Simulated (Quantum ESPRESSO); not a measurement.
# Pb (Fm-3m) in Quantum ESPRESSO: further runs

The runs below take Pb through band structure, with PBE.

All numbers are computed with Quantum ESPRESSO 7.5; they aren't measurements. Logs are shortened: lines on timing, memory, paths and dates and some standing lists are left out, and cuts for length are marked.

### 1 Starting point

Symmetry: Fm-3m, No. 225, cubic system. Conventional cell: a = 4.950 Å, b = 4.950 Å, c = 4.950 Å, α = 90.00°, β = 90.00°, γ = 90.00°. Pb (site symmetry m-3m) has 12 Pb at 3.50 Å as nearest neighbours.

### 2 Band structure, PBE

Contents of pw.in:

```
&CONTROL
  calculation = 'scf'
  prefix = 'pwscf'
  outdir = './tmp'
  pseudo_dir = './pseudo'
  tprnfor = .true.
  tstress = .true.
  disk_io = 'low'
/
&SYSTEM
  ibrav = 0
  nat = 1
  ntyp = 1
  ecutwfc = 56
  nbnd = 13
  occupations = 'smearing'
  smearing = 'fd'
  degauss = 0.00367493
/
&ELECTRONS
  conv_thr = 2d-10
  electron_maxstep = 120
  mixing_beta = 0.5
/
ATOMIC_SPECIES
Pb   207.2000 Pb.upf
CELL_PARAMETERS angstrom
   0.0000000000    2.4750200000    2.4750200000
   2.4750200000    0.0000000000    2.4750200000
   2.4750200000    2.4750200000    0.0000000000
ATOMIC_POSITIONS crystal
Pb     0.0000000000    0.0000000000    0.0000000000
K_POINTS automatic
9 9 9 0 0 0
```

Contents of bands.in:

```
&CONTROL
  calculation = 'bands'
  prefix = 'pwscf'
  outdir = './tmp'
  pseudo_dir = './pseudo'
  disk_io = 'low'
  verbosity = 'high'
/
&SYSTEM
  ibrav = 0
  nat = 1
  ntyp = 1
  ecutwfc = 56
  nbnd = 13
  occupations = 'smearing'
  smearing = 'fd'
  degauss = 0.00367493
/
&ELECTRONS
  conv_thr = 1d-08
  electron_maxstep = 120
  mixing_beta = 0.5
  diago_full_acc = .true.
  startingwfc = 'random'
/
ATOMIC_SPECIES
Pb   207.2000 Pb.upf
CELL_PARAMETERS angstrom
   0.0000000000    2.4750200000    2.4750200000
   2.4750200000    0.0000000000    2.4750200000
   2.4750200000    2.4750200000    0.0000000000
ATOMIC_POSITIONS crystal
Pb     0.0000000000    0.0000000000    0.0000000000
K_POINTS crystal
60
 0.0000000000  0.0000000000  0.0000000000 1
 0.0625000000  0.0000000000  0.0625000000 1
 0.1250000000  0.0000000000  0.1250000000 1
 0.1875000000  0.0000000000  0.1875000000 1
 0.2500000000  0.0000000000  0.2500000000 1
 0.3125000000  0.0000000000  0.3125000000 1
 0.3750000000  0.0000000000  0.3750000000 1
 0.4375000000  0.0000000000  0.4375000000 1
 0.5000000000  0.0000000000  0.5000000000 1
 0.5000000000  0.0625000000  0.5625000000 1
 0.5000000000  0.1250000000  0.6250000000 1
 0.5000000000  0.1875000000  0.6875000000 1
 0.5000000000  0.2500000000  0.7500000000 1
 0.4375000000  0.3125000000  0.7500000000 1
 0.3750000000  0.3750000000  0.7500000000 1
 0.3375000000  0.3375000000  0.6750000000 1
 0.3000000000  0.3000000000  0.6000000000 1
 0.2625000000  0.2625000000  0.5250000000 1
 0.2250000000  0.2250000000  0.4500000000 1
 0.1875000000  0.1875000000  0.3750000000 1
 0.1500000000  0.1500000000  0.3000000000 1
 0.1125000000  0.1125000000  0.2250000000 1
 0.0750000000  0.0750000000  0.1500000000 1
 0.0375000000  0.0375000000  0.0750000000 1
 0.0000000000  0.0000000000  0.0000000000 1
 0.0625000000  0.0625000000  0.0625000000 1
 0.1250000000  0.1250000000  0.1250000000 1
 0.1875000000  0.1875000000  0.1875000000 1
 0.2500000000  0.2500000000  0.2500000000 1
 0.3125000000  0.3125000000  0.3125000000 1
 0.3750000000  0.3750000000  0.3750000000 1
 0.4375000000  0.4375000000  0.4375000000 1
 0.5000000000  0.5000000000  0.5000000000 1
 0.5250000000  0.4500000000  0.5250000000 1
 0.5500000000  0.4000000000  0.5500000000 1
 0.5750000000  0.3500000000  0.5750000000 1
 0.6000000000  0.3000000000  0.6000000000 1
 0.6250000000  0.2500000000  0.6250000000 1
 0.5833333333  0.2500000000  0.6666666667 1
 0.5416666667  0.2500000000  0.7083333333 1
 0.5000000000  0.2500000000  0.7500000000 1
 0.5000000000  0.2857142857  0.7142857143 1
 0.5000000000  0.3214285714  0.6785714286 1
 0.5000000000  0.3571428571  0.6428571429 1
 0.5000000000  0.3928571429  0.6071428571 1
 0.5000000000  0.4285714286  0.5714285714 1
 0.5000000000  0.4642857143  0.5357142857 1
 0.5000000000  0.5000000000  0.5000000000 1
 0.4821428571  0.4821428571  0.5357142857 1
 0.4642857143  0.4642857143  0.5714285714 1
 0.4464285714  0.4464285714  0.6071428571 1
 0.4285714286  0.4285714286  0.6428571429 1
 0.4107142857  0.4107142857  0.6785714286 1
 0.3928571429  0.3928571429  0.7142857143 1
 0.3750000000  0.3750000000  0.7500000000 1
 0.6250000000  0.2500000000  0.6250000000 1
 0.5937500000  0.1875000000  0.5937500000 1
 0.5625000000  0.1250000000  0.5625000000 1
 0.5312500000  0.0625000000  0.5312500000 1
 0.5000000000  0.0000000000  0.5000000000 1
```

Potentials or basis: PseudoDojo 0.4.1 SR PBE standard.

The run is started by

```
> OMP_NUM_THREADS=1 pw.x -in pw.in > pw.out
> OMP_NUM_THREADS=1 pw.x -in bands.in > bands.out
```

pw.out:

```text
This program is part of the open-source Quantum ESPRESSO suite
     for quantum simulation of materials; please cite
[... 9 lines left out ...]
     --------------------
     sticks:   dense  smooth     PW     G-vecs:    dense   smooth      PW
     Sum         673     673    211                11575    11575    1989

     Using Slab Decomposition

     bravais-lattice index     =            0
     lattice parameter (alat)  =       6.6144  a.u.
     unit-cell volume          =     204.6269 (a.u.)^3
     number of atoms/cell      =            1
     number of atomic types    =            1
     number of electrons       =        14.00
     number of Kohn-Sham states=           13
     kinetic-energy cutoff     =      56.0000  Ry
     charge density cutoff     =     224.0000  Ry
     scf convergence threshold =      2.0E-10
     mixing beta               =       0.5000
     number of iterations used =            8  plain     mixing
     Exchange-correlation= PBE
                           (   1   4   3   4   0   0   0)

     celldm(1)=   6.614432  celldm(2)=   0.000000  celldm(3)=   0.000000
     celldm(4)=   0.000000  celldm(5)=   0.000000  celldm(6)=   0.000000

     crystal axes: (cart. coord. in units of alat)
               a(1) = (   0.000000   0.707107   0.707107 )
               a(2) = (   0.707107   0.000000   0.707107 )
               a(3) = (   0.707107   0.707107   0.000000 )

     reciprocal axes: (cart. coord. in units 2 pi/alat)
               b(1) = ( -0.707107  0.707107  0.707107 )
               b(2) = (  0.707107 -0.707107  0.707107 )
               b(3) = (  0.707107  0.707107 -0.707107 )

     PseudoPot. # 1 for Pb read from file:
     Pb.upf
     Pseudo is Norm-conserving + core correction, Zval = 14.0
     Generated using ONCVPSP code by D. R. Hamann
     Using radial grid of 1678 points,  6 beta functions with:
                l(1) =   0
                l(2) =   0
                l(3) =   1
                l(4) =   1
                l(5) =   2
                l(6) =   2

     atomic species   valence    mass     pseudopotential
     Pb               14.00   207.20000     Pb( 1.00)

     48 Sym. Ops., with inversion, found

   Cartesian axes

     site n.     atom                  positions (alat units)
         1        Pb     tau(   1) = (   0.0000000   0.0000000   0.0000000  )

     number of k points=    35  Fermi-Dirac smearing, width (Ry)=  0.0037
                       cart. coord. in units 2pi/alat
        k(    1) = (   0.0000000   0.0000000   0.0000000), wk =   0.0027435
        k(    2) = (   0.0785674   0.0785674  -0.0785674), wk =   0.0219479
        k(    3) = (   0.1571348   0.1571348  -0.1571348), wk =   0.0219479
        k(    4) = (   0.2357023   0.2357023  -0.2357023), wk =   0.0219479
        k(    5) = (   0.3142697   0.3142697  -0.3142697), wk =   0.0219479
        k(    6) = (   0.1571348   0.0000000  -0.0000000), wk =   0.0164609
[... 27 lines left out ...]
        k(   34) = (  -0.0000000  -0.4714045   0.6285394), wk =   0.0658436
        k(   35) = (  -0.0785674  -0.3928371   0.7071068), wk =   0.0658436

     Dense  grid:    11575 G-vectors     FFT dimensions: (  32,  32,  32)

     Initial potential from superposition of free atoms

     starting charge      13.9979, renormalised to      14.0000
     Starting wfcs are    9 randomized atomic wfcs +    4 random wfcs

     Self-consistent Calculation

     iteration #  1     ecut=    56.00 Ry     beta= 0.50
     Davidson diagonalization with overlap
     ethr =  1.00E-02,  avg # of iterations =  4.9

     Threshold (ethr) on eigenvalues was too large:
     Diagonalizing with lowered threshold

     Davidson diagonalization with overlap
     ethr =  1.72E-05,  avg # of iterations =  7.1

     total energy              =    -140.76584564 Ry
     estimated scf accuracy    <       0.00242903 Ry

     iteration #  2     ecut=    56.00 Ry     beta= 0.50
     Davidson diagonalization with overlap
     ethr =  1.74E-05,  avg # of iterations =  2.0

     total energy              =    -140.76616734 Ry
     estimated scf accuracy    <       0.00016578 Ry

     iteration #  3     ecut=    56.00 Ry     beta= 0.50
     Davidson diagonalization with overlap
     ethr =  1.18E-06,  avg # of iterations =  3.9

     total energy              =    -140.76618768 Ry
     estimated scf accuracy    <       0.00002132 Ry

     iteration #  4     ecut=    56.00 Ry     beta= 0.50
     Davidson diagonalization with overlap
     ethr =  1.52E-07,  avg # of iterations =  1.2

     total energy              =    -140.76618881 Ry
     estimated scf accuracy    <       0.00000019 Ry

     iteration #  5     ecut=    56.00 Ry     beta= 0.50
     Davidson diagonalization with overlap
     ethr =  1.35E-09,  avg # of iterations =  3.3

     total energy              =    -140.76618892 Ry
     estimated scf accuracy    <       0.00000002 Ry

     iteration #  6     ecut=    56.00 Ry     beta= 0.50
     Davidson diagonalization with overlap
     ethr =  1.48E-10,  avg # of iterations =  2.0

     total energy              =    -140.76618892 Ry
     estimated scf accuracy    <          2.0E-09 Ry

     iteration #  7     ecut=    56.00 Ry     beta= 0.50
     Davidson diagonalization with overlap
     ethr =  1.40E-11,  avg # of iterations =  1.2

     total energy              =    -140.76618892 Ry
     estimated scf accuracy    <          2.2E-10 Ry

     iteration #  8     ecut=    56.00 Ry     beta= 0.50
     Davidson diagonalization with overlap
     ethr =  1.54E-12,  avg # of iterations =  2.0

     End of self-consistent calculation

          k = 0.0000 0.0000 0.0000 (  1459 PWs)   bands (ev):

    -5.6792  -5.6792  -5.6792  -5.5397  -5.5397  -0.3445  18.8395  18.8395
    18.8395  21.4974  22.7296  23.8989  23.8989

          k = 0.0786 0.0786-0.0786 (  1435 PWs)   bands (ev):

    -5.6798  -5.6628  -5.6628  -5.5398  -5.5398  -0.1068  16.4652  18.5508
    18.5508  20.9982  23.7688  24.4196  24.4196

          k = 0.1571 0.1571-0.1571 (  1429 PWs)   bands (ev):

    -5.6849  -5.6434  -5.6434  -5.5172  -5.5172   0.6042  12.9954  17.9496
    17.9496  20.5753  23.5013  24.1287  24.1287

          k = 0.2357 0.2357-0.2357 (  1441 PWs)   bands (ev):

    -5.6961  -5.6530  -5.6530  -5.4585  -5.4585   1.7449   9.8784  17.3869
    17.3869  20.4546  22.1467  23.1727  23.1728

          k = 0.3143 0.3143-0.3143 (  1452 PWs)   bands (ev):

    -5.7062  -5.6663  -5.6663  -5.4123  -5.4123   3.0081   7.6040  17.0586
    17.0586  20.6557  21.2068  22.6799  22.6799

          k = 0.1571 0.0000-0.0000 (  1435 PWs)   bands (ev):

    -5.6984  -5.6452  -5.6452  -5.5600  -5.5255  -0.0278  17.1402  17.6577
    17.6577  20.5079  23.0787  25.1695  25.4916

          k = 0.2357 0.0786-0.0786 (  1434 PWs)   bands (ev):

    -5.7072  -5.6213  -5.6151  -5.5659  -5.5014   0.5256  14.1733  16.8320
    17.3198  20.6172  21.8306  24.6868  26.1429

          k = 0.3143 0.1571-0.1571 (  1436 PWs)   bands (ev):

    -5.7054  -5.6377  -5.6160  -5.5198  -5.4485   1.5287  10.9980  16.3178
    16.5064  20.0469  22.7328  24.6774  24.9185

          k = 0.3928 0.2357-0.2357 (  1454 PWs)   bands (ev):

    -5.7027  -5.6565  -5.6317  -5.4637  -5.4076   2.8086   8.4220  15.6725
    16.2218  19.6941  22.7696  23.9537  24.5667

          k =-0.2357-0.3928 0.3928 (  1455 PWs)   bands (ev):

    -5.6943  -5.6654  -5.6403  -5.4304  -5.4138   3.4047   7.5017  15.1028
    16.5835  19.8646  22.3028  23.3671  24.8998

          k =-0.1571-0.3143 0.3143 (  1445 PWs)   bands (ev):

    -5.6828  -5.6602  -5.6337  -5.4680  -5.4365   2.3762   9.1898  14.9410
    17.3558  20.5156  22.0242  23.1803  25.6747

          k =-0.0786-0.2357 0.2357 (  1441 PWs)   bands (ev):

    -5.6817  -5.6423  -5.6199  -5.5389  -5.4740   1.1479  12.0041  15.2496
    18.3240  21.5411  22.0433  23.4328  24.9985

          k =-0.0000-0.1571 0.1571 (  1442 PWs)   bands (ev):

    -5.6842  -5.6405  -5.6400  -5.5576  -5.5152   0.2889  14.9380  16.3112
    18.9212  21.5386  23.2619  23.8053  24.2282

          k = 0.3143 0.0000-0.0000 (  1459 PWs)   bands (ev):

    -5.7468  -5.6178  -5.5569  -5.5569  -5.4892   0.9191  14.4069  15.8089
    15.8089  19.3114  19.7884  28.0562  28.0563

          k = 0.3928 0.0786-0.0786 (  1443 PWs)   bands (ev):
[... 56 lines left out ...]
    -5.7137  -5.6269  -5.5761  -5.5608  -5.4681   1.2272  12.7683  14.4883
    17.0677  20.7877  21.0435  24.4311  26.3444

          k = 0.3928 0.2357-0.0786 (  1450 PWs)   bands (ev):

    -5.6975  -5.6493  -5.5811  -5.5095  -5.4362   2.3311  10.3343  13.5456
    16.0267  20.3622  22.5265  23.7946  26.1937

          k =-0.2357-0.3928 0.5500 (  1449 PWs)   bands (ev):

    -5.6834  -5.6660  -5.5782  -5.4846  -5.4157   3.5061   8.2898  13.3554
    15.2411  20.1647  22.3625  25.9771  26.3932

          k = 0.4714 0.1571-0.0000 (  1442 PWs)   bands (ev):

    -5.7582  -5.6726  -5.5283  -5.4545  -5.4269   2.7123  10.8266  13.1108
    14.2720  19.3513  20.1994  25.7798  29.8207

          k =-0.1571-0.4714 0.6285 (  1452 PWs)   bands (ev):

    -5.7283  -5.6607  -5.5408  -5.4641  -5.4052   3.8300   9.3493  11.8639
    13.6021  19.6616  22.3933  24.6784  29.1077

          k =-0.0786-0.3928 0.5500 (  1450 PWs)   bands (ev):

    -5.7038  -5.6164  -5.5487  -5.5112  -5.4119   4.2540   8.9022  11.0476
    13.8761  20.0513  23.8172  25.5887  26.2451

          k =-0.0000-0.3143 0.4714 (  1465 PWs)   bands (ev):

    -5.6765  -5.6464  -5.5664  -5.4738  -5.4580   3.4152   9.8638  11.2792
    14.7989  20.6649  23.3888  23.6990  28.2152

          k =-0.0786-0.5500 0.7071 (  1454 PWs)   bands (ev):

    -5.7876  -5.7168  -5.4626  -5.4218  -5.3818   4.3640   8.9485  12.3779
    12.7086  18.7100  19.7526  27.6306  29.8640

          k =-0.0000-0.4714 0.6285 (  1451 PWs)   bands (ev):

    -5.7422  -5.6707  -5.5000  -5.4731  -5.3831   4.7128   9.1143  10.6229
    12.9355  19.4237  22.1957  26.6214  26.8808

          k =-0.0786-0.3928 0.7071 (  1452 PWs)   bands (ev):

    -5.6714  -5.6576  -5.5769  -5.4869  -5.3824   4.5940   9.5978  10.5461
    12.1989  21.7435  22.9197  23.8892  25.9675

     the Fermi energy is    11.2722 ev

!    total energy              =    -140.76618892 Ry
     estimated scf accuracy    <          5.4E-11 Ry
     smearing contrib. (-TS)   =      -0.00022931 Ry
     internal energy E=F+TS    =    -140.76595961 Ry

     The total energy is F=E-TS. E is the sum of the following terms:
     one-electron contribution =     -29.89760618 Ry
     hartree contribution      =      25.18887586 Ry
     xc contribution           =     -39.99010917 Ry
     ewald contribution        =     -96.06712013 Ry

     convergence has been achieved in   8 iterations

     Forces acting on atoms (cartesian axes, Ry/au):

     atom    1 type  1   force =     0.00000000    0.00000000    0.00000000

     Total force =     0.000000     Total SCF correction =     0.000000

     Computing stress (Cartesian axis) and pressure

          total   stress  (Ry/bohr**3)                   (kbar)     P=       22.52
   0.00015309   0.00000000   0.00000000           22.52        0.00        0.00
   0.00000000   0.00015309   0.00000000            0.00       22.52        0.00
   0.00000000   0.00000000   0.00015309            0.00        0.00       22.52

=------------------------------------------------------------------------------=
   JOB DONE.
=------------------------------------------------------------------------------=
```

Run time: 17 s. Hardware: 1 thread of Arm Neoverse V1, shared host; peak memory 0.09 GiB.

What came out:

```yaml
Free_energy: -1915.2216 eV
Pressure: 2.3 GPa
Band_gap_on_the_k_mesh: none (metal or under the smearing width)
```

Levels at the corners of the path, in eV from the Fermi level:
| point | band 5 | band 6 | band 7 | band 8 | band 9 | band 10 |
| --- | --- | --- | --- | --- | --- | --- |
| Γ | -16.81 | -11.62 | 7.57 | 7.57 | 7.57 | 10.23 |
| X | -16.64 | -6.58 | -3.13 | 2.21 | 2.21 | 5.52 |
| W | -16.64 | -6.48 | -1.23 | -1.23 | 0.41 | 11.01 |
| K | -16.69 | -6.67 | -2.14 | -1.08 | 3.14 | 6.63 |
| Γ | -16.81 | -11.62 | 7.57 | 7.57 | 7.57 | 10.23 |
| L | -16.68 | -7.99 | -4.07 | 5.74 | 5.74 | 9.60 |
| U | -16.69 | -6.67 | -2.14 | -1.08 | 3.14 | 6.63 |
| W | -16.64 | -6.48 | -1.23 | -1.23 | 0.41 | 11.01 |
| L | -16.68 | -7.99 | -4.07 | 5.74 | 5.74 | 9.60 |
| K | -16.69 | -6.67 | -2.14 | -1.08 | 3.14 | 6.63 |
| U | -16.69 | -6.67 | -2.14 | -1.08 | 3.14 | 6.63 |
| X | -16.64 | -6.58 | -3.13 | 2.21 | 2.21 | 5.52 |

Caveat: spin-orbit coupling is left out, which moves the levels of the heavy elements.

### 3 Band structure, PBE, spin-orbit coupling, no magnetisation

Changes to pw.in since step 2:

```diff
@@ -14,3 +14,3 @@
   ecutwfc = 56
-  nbnd = 13
+  nbnd = 26
   occupations = 'smearing'
@@ -18,2 +18,4 @@
   degauss = 0.00367493
+  noncolin = .true.
+  lspinorb = .true.
 /
```

Changes to bands.in since step 2:

```diff
@@ -13,3 +13,3 @@
   ecutwfc = 56
-  nbnd = 13
+  nbnd = 26
   occupations = 'smearing'
@@ -17,2 +17,4 @@
   degauss = 0.00367493
+  noncolin = .true.
+  lspinorb = .true.
 /
```

Potentials or basis: PseudoDojo 0.4 FR PBE standard.

The run is started by

```
> OMP_NUM_THREADS=1 pw.x -in pw.in > pw.out
> OMP_NUM_THREADS=1 pw.x -in bands.in > bands.out
```

It took 74 s on 1 thread of Arm Neoverse V1, shared host; peak memory 0.1 GiB.

It converged, with:

| Item | Value |
| --- | --- |
| Free energy | -1911.2787 eV |
| Pressure | 2.3 GPa |
| Band gap on the k mesh | none (metal or under the smearing width) |

Levels at the corners of the path, in eV from the Fermi level:
| point | band 12 | band 13 | band 14 | band 15 | band 16 | band 17 |
| --- | --- | --- | --- | --- | --- | --- |
| Γ | -11.53 | 5.19 | 5.19 | 8.53 | 8.53 | 8.53 |
| X | -6.47 | -3.29 | -3.29 | 1.57 | 1.57 | 2.85 |
| W | -6.36 | -1.97 | -1.97 | -0.76 | -0.76 | 0.56 |
| K | -6.55 | -2.44 | -2.44 | -0.96 | -0.96 | 3.16 |
| Γ | -11.53 | 5.19 | 5.19 | 8.53 | 8.53 | 8.53 |
| L | -7.88 | -4.16 | -4.16 | 4.67 | 4.67 | 6.60 |
| U | -6.55 | -2.44 | -2.44 | -0.96 | -0.96 | 3.16 |
| W | -6.36 | -1.97 | -1.97 | -0.76 | -0.76 | 0.56 |
| L | -7.88 | -4.16 | -4.16 | 4.67 | 4.67 | 6.60 |
| K | -6.55 | -2.44 | -2.44 | -0.96 | -0.96 | 3.16 |
| U | -6.55 | -2.44 | -2.44 | -0.96 | -0.96 | 3.16 |
| X | -6.47 | -3.29 | -3.29 | 1.57 | 1.57 | 2.85 |
